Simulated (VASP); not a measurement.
# Al (Fm-3m) in VASP: a series of runs

The runs below take Al through single point, with PBE.

Everything below comes from runs of VASP 6.6.1. Logs are shortened: lines on timing, memory, paths and dates and some standing lists are left out, and cuts for length are marked.

**1. Starting point**

Symmetry: Fm-3m, No. 225, cubic system. Conventional cell: a = 4.050 Å, b = 4.050 Å, c = 4.050 Å, α = 90.00°, β = 90.00°, γ = 90.00°. Around Al (site symmetry m-3m) lie 12 Al at 2.86 Å.

**2. Single point, PBE**

INCAR reads:

```
SYSTEM = Al
PREC = Accurate
ENCUT = 250
EDIFF = 1E-7
ISMEAR = -1
SIGMA = 0.15
LREAL = .False.
LASPH = .True.
NELM = 100
ALGO = Normal
ISIF = 2
LWAVE = .False.
LCHARG = .False.
GGA = PE
NBANDS = 8
ADDGRID = .False.
```

KPOINTS reads:

```
regular mesh
0
Gamma
  15 15 15
  0 0 0
```

POSCAR reads:

```
Al
1.0
    0.0000000000      2.0248050000      2.0248050000
    2.0248050000      0.0000000000      2.0248050000
    2.0248050000      2.0248050000      0.0000000000
Al
1
Direct
    0.0000000000      0.0000000000      0.0000000000
```

Potentials or basis: VASP PAW PBE potentials, release 64 (Al).

On the command line:

```bash
$ cat potpaw_PBE.64/Al/POTCAR > POTCAR
$ mpirun -np 1 vasp_std > vasp.out
```

OUTCAR:

```text
SYSTEM = Al
   PREC = Accurate
   ENCUT = 250
   EDIFF = 1E-7
   ISMEAR = -1
   LREAL = .False.
   LASPH = .True.
   NELM = 100
   ISIF = 2
   GGA = PE

 Found    120 irreducible k-points:

 Following reciprocal coordinates:
            Coordinates               Weight
  0.000000  0.000000  0.000000      1.000000
  0.066667  0.000000  0.000000      8.000000
  0.133333  0.000000  0.000000      8.000000
  0.200000  0.000000  0.000000      8.000000
  0.266667  0.000000  0.000000      8.000000
  0.333333  0.000000  0.000000      8.000000
   k-points           NKPTS =    120   k-points in BZ     NKDIM =    120   number of bands    NBANDS=      8
   number of dos      NEDOS =    301   number of ions     NIONS =      1
   total plane-waves  NPLWV =   4096
   dimension x,y,z NGX =    16 NGY =   16 NGZ =   16
   dimension x,y,z NGXF=    32 NGYF=   32 NGZF=   32
   ions per type =               1
   NGX,Y,Z   is equivalent  to a cutoff of   9.29,  9.29,  9.29 a.u.
   NGXF,Y,Z  is equivalent  to a cutoff of  18.58, 18.58, 18.58 a.u.
 SYSTEM =  Al
   PREC   = accura    normal or accurate (medium, high low for compatibility)
   ISTART =      0    job   : 0-new  1-cont  2-samecut
   ICHARG =      2    charge: 1-file 2-atom 10-const
   ISPIN  =      1    spin polarized calculation?
   LNONCOLLINEAR =      F non collinear calculations
   LSORBIT =      F    spin-orbit coupling
   LASPH  =      T    aspherical Exc in radial PAW
   ENCUT  =  250.0 eV  18.37 Ry    4.29 a.u.   3.69  3.69  3.69*2*pi/ulx,y,z
   NELM   =    100;   NELMIN=  2; NELMDL= -5     # of ELM steps
   EDIFF  = 0.1E-06   stopping-criterion for ELM
   LREAL  =      F    real-space projection
   EDIFFG = 0.1E-05   stopping-criterion for IOM
   NSW    =      0    number of steps for IOM
   IBRION =     -1    ionic relax: 0-MD 1-quasi-New 2-CG
   NFREE  =      0    steps in history (QN), initial steepest desc. (CG)
   ISIF   =      2    stress and relaxation
   ISYM   =      2    0-nonsym 1-usesym 2-fastsym
   POTIM  = 0.5000    time-step for ionic-motion
   TEBEG  =    0.0;   TEEND  =   0.0 temperature during run
   PSTRESS=    0.0 pullay stress
   NELECT =       3.0000    total number of electrons
   NUPDOWN=      -1.0000    fix difference up-down
   EMIN   =  10.00;   EMAX   =-10.00  energy-range for DOS
   EFERMI =   0.00;   METHOD = LEGACY
   ISMEAR =    -1;   SIGMA  =   0.15  broadening in eV -4-tet -1-fermi 0-gaus
   EFERMI_NEDOS =   21; number of points for ismear=-14 and -15
   IALGO  =     38    algorithm
   IMIX   =      4    mixing-type and parameters
     AMIX     =   0.40;   BMIX     =  1.00
     AMIX_MAG =   1.60;   BMIX_MAG =  1.00
  volume/ion in A,a.u.               =      16.60       112.04
  Fermi-wavevector in a.u.,A,eV,Ry     =   0.925526  1.748991 11.654733  0.856599
  Thomas-Fermi vector in A             =   2.051390
   LORBIT       =      0    0 simple, 1 ext, 2 COOP (PROOUT), +10 PAW based schemes
   GGA     = PE    functional components
   LHFCALC =     F    Hartree Fock is set to
   AEXX    =    0.0000 exact exchange contribution
   IVDW    =     0    specifies the selected vdW correction
   LEPSILON=     F    determine dielectric tensor
   LRPA    =     F    only Hartree local field effects (RPA)
 non-spin polarized calculation
  energy-cutoff  :      250.00
  volume of cell :       16.60
 maximum number of plane-waves:       169
   NGX =  7   NGY =  7   NGZ =  7

 number of electron       3.0000000 magnetization

 Free energy of the ion-electron system (eV)
  ---------------------------------------------------
  ext. energy  EPLUGINS =         0.00000000
  ---------------------------------------------------
  free energy    TOTEN  =        -3.75155225 eV

  energy without entropy =       -3.72181897  energy(sigma->0) =       -3.73668561

 E-fermi :   8.0020     XC(G=0): -10.1741

 val. band max:        7.8006286422   @ k =  -0.3333   0.0667   0.0000
 cond. band min:       8.0231079515   @ k =  -0.4000   0.4000   0.0000
 fundamental gap:      0.2224793093
 Fermi energy:         8.0019698809

 k-point     1 :       0.0000    0.0000    0.0000
  band No.  band energies     occupation
      1      -3.1544      2.00000
      2      20.5702      0.00000
      3      20.5702      0.00000
      4      20.5702      0.00000
      5      21.9689      0.00000
      6      21.9689      0.00000
      7      21.9689      0.00000
      8      24.3618      0.00000

 k-point     2 :       0.0667    0.0000    0.0000
  band No.  band energies     occupation
      1      -3.0337      2.00000
      2      18.6007      0.00000
      3      20.1476      0.00000
      4      20.1476      0.00000
      5      22.5941      0.00000
      6      22.5941      0.00000
      7      22.6259      0.00000
      8      25.6102      0.00000

 k-point     3 :       0.1333    0.0000    0.0000
  band No.  band energies     occupation
      1      -2.6733      2.00000
      2      15.9074      0.00000
      3      19.5310      0.00000
      4      19.5310      0.00000
      5      22.5862      0.00000
      6      23.6761      0.00000
      7      23.6761      0.00000
      8      25.4910      0.00000

 k-point     4 :       0.2000    0.0000    0.0000
  band No.  band energies     occupation
      1      -2.0744      2.00000
      2      13.2685      0.00000
      3      19.0574      0.00000
      4      19.0574      0.00000
      5      22.3805      0.00000
      6      23.5673      0.00000
      7      23.5673      0.00000
      8      25.6704      0.00000

 k-point     5 :       0.2667    0.0000    0.0000
  band No.  band energies     occupation
      1      -1.2404      2.00000
      2      10.7668      0.00000
      3      18.7709      0.00000
      4      18.7710      0.00000
      5      22.2355      0.00000
      6      22.3860      0.00000
      7      22.3860      0.00000
      8      26.3456      0.00000

 k-point     6 :       0.3333    0.0000    0.0000
  band No.  band energies     occupation
      1      -0.1752      2.00000
      2       8.4387      0.10320
      3      18.6823      0.00000
      4      18.6823      0.00000
      5      21.2857      0.00000
      6      21.2857      0.00000
      7      22.2387      0.00000
      8      25.2243      0.00000

 [... further k-points ...]

------------------------ aborting loop because EDIFF is reached ----------------------------------------

  FORCE on cell =-STRESS in cart. coord.  units (eV):
  Direction    XX          YY          ZZ          XY          YZ          ZX
  --------------------------------------------------------------------------------------
  -------------------------------------------------------------------------------------
  Total       -0.0468283     -0.0468283     -0.0468283      0.0000000      0.0000000      0.0000000
  in kB       -4.5189723     -4.5189723     -4.5189723      0.0000000      0.0000000      0.0000000
  external PRESSURE =      -4.5189723 kB  Pullay stress =       0.0000000 kB

 VOLUME and BASIS-vectors are now :
 -----------------------------------------------------------------------------
  energy-cutoff  :      250.00
  volume of cell :       16.60
      direct lattice vectors                 reciprocal lattice vectors
     0.000000000  2.024805000  2.024805000    -0.246937359  0.246937359  0.246937359
     2.024805000  0.000000000  2.024805000     0.246937359 -0.246937359  0.246937359
     2.024805000  2.024805000  0.000000000     0.246937359  0.246937359 -0.246937359

 POSITION                                       TOTAL-FORCE (eV/Angst)
 -----------------------------------------------------------------------------------
      0.00000      0.00000      0.00000        -0.000000     -0.000000     -0.000000
 -----------------------------------------------------------------------------------
    total drift:                                0.000000      0.000000      0.000000

  FREE ENERGIE OF THE ION-ELECTRON SYSTEM (eV)
  ---------------------------------------------------
  free  energy   TOTEN  =        -3.7515522548 eV

  energy  without entropy=       -3.7218189660  energy(sigma->0) =       -3.73668561
```

Run time: 2.4 s. Hardware: 1 thread of Intel Xeon 6975P-C (Granite Rapids), shared host; peak memory 0.1 GiB.

The run converged, but some of its settings lie outside the range that counts as converged, so its numbers aren't taken as properties of the crystal.

What came out:

```
Free energy            : -3.7516 eV
Band gap on the k mesh : none (metal or under the smearing width)
```

Caveat: the cutoff is under 1.25 times the usual one of these potentials, so pressure, stress and relaxed cells hold a basis-set (Pulay) error.

**3. Single point, PBE**

INCAR is that of step 2.

KPOINTS is that of step 2.

POSCAR reads:

```
Al
1.0
   -0.0142710000      2.0302060000      1.9470980000
    2.0319350000     -0.0386130000      1.9714400000
    2.0296090000      2.0522230000     -0.0362870000
Al
1
Direct
    0.0259050000     -0.0062880000     -0.0081470000
```

Potentials or basis: VASP PAW PBE potentials, release 64 (Al).

On the command line:

```bash
$ cat potpaw_PBE.64/Al/POTCAR > POTCAR
$ mpirun -np 1 vasp_std > vasp.out
```

Wall time 22 s (1 thread of Intel Xeon 6975P-C (Granite Rapids), shared host); peak memory 0.16 GiB.

The run converged, but some of its settings lie outside the range that counts as converged, so its numbers aren't taken as properties of the crystal.

What came out:

```yaml
Free_energy: -3.7472 eV
Band_gap_on_the_k_mesh: none (metal or under the smearing width)
```

Caveat: the cutoff is under 1.25 times the usual one of these potentials, so pressure, stress and relaxed cells hold a basis-set (Pulay) error.
